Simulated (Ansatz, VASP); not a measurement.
# Li2O: VASP beside Ansatz

```
CELL_PARAMETERS angstrom
0.00000 2.30500 2.30500
2.30500 0.00000 2.30500
2.30500 2.30500 0.00000
ATOMIC_POSITIONS crystal
Li 0.25000 0.25000 0.25000
Li 0.75000 0.75000 0.75000
O 0.00000 0.00000 0.00000
```

Alike in both runs: task relaxation of cell and atoms; functional LDA; k mesh 8 × 8 × 8; occupations gaussian, width 0.02 eV; no spin polarisation.

|  | VASP | Ansatz |
| --- | --- | --- |
| version | VASP 6.6.1 | Ansatz 0.2.0 |
| potentials or method | VASP PAW LDA potentials, release 64 (Li_sv, O) | scalar-relativistic, plane waves, PAW |
| plane-wave cutoff (eV) | 600 | 420 |
| valence electrons in the cell | 12 | 12 |

Ansatz gave:

```
gap on the k mesh at the Fermi level, each at its own relaxed structure (eV) : 4.96
relaxed volume (Å³/atom)                                                     : 7.56
relaxed cell length with the largest relative difference (Å)                 : 3.178
energy change over the relaxation (meV/atom)                                 : -12
```

Q: What did VASP give for the same quantities?

A: gap on the k mesh at the Fermi level, each at its own relaxed structure (eV): 4.95; relaxed volume (Å³/atom): 7.52; relaxed cell length with the largest relative difference (Å): 3.172; energy change over the relaxation (meV/atom): -14.

Caveats: the cutoff is under 1.25 times the usual one of these potentials, so pressure, stress and relaxed cells hold a basis-set (Pulay) error (VASP). Expect the measured gap to be larger: semilocal functionals such as LDA lack the derivative discontinuity. A k mesh can miss the band edges.
